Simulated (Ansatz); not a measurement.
**Structure relaxation of Rb**

All numbers below come from DFT PBE, scalar-relativistic, plane waves, PAW in Ansatz 0.2.0. Cutoff 420 eV, Γ-centred k mesh, Gaussian smearing, no spin polarisation in the final step.

A relaxed cell is given with its space group left out.

```
CELL_PARAMETERS angstrom
2.39863 -7.95312 0.00000
2.39863 7.95312 0.00000
0.00000 0.00000 4.93820
ATOMIC_POSITIONS crystal
Rb 0.86825 0.13175 0.75000
Rb 0.13175 0.86825 0.25000
```

Energies count from the standard state of Rb at the same level.

(1) What space group does it have?

(2) How far above the standard state of Rb does it lie?

(3) Is it a metal?

Answers

(1) Cmcm (No. 63). Conventional cell: a = 4.797 Å, b = 15.906 Å, c = 4.938 Å. Rb is coordinated by 10 Rb at 4.80–5.10 Å.

(2) 0.03 eV/atom.

(3) Yes, bands cross the Fermi level on the 8×10×4 mesh.

The final run used a 8×10×4 mesh on its 4-atom cell and 0.10 eV smearing. The k mesh leaves about 4 meV/atom of noise in metals.

This form isn't the element's structure at ambient conditions.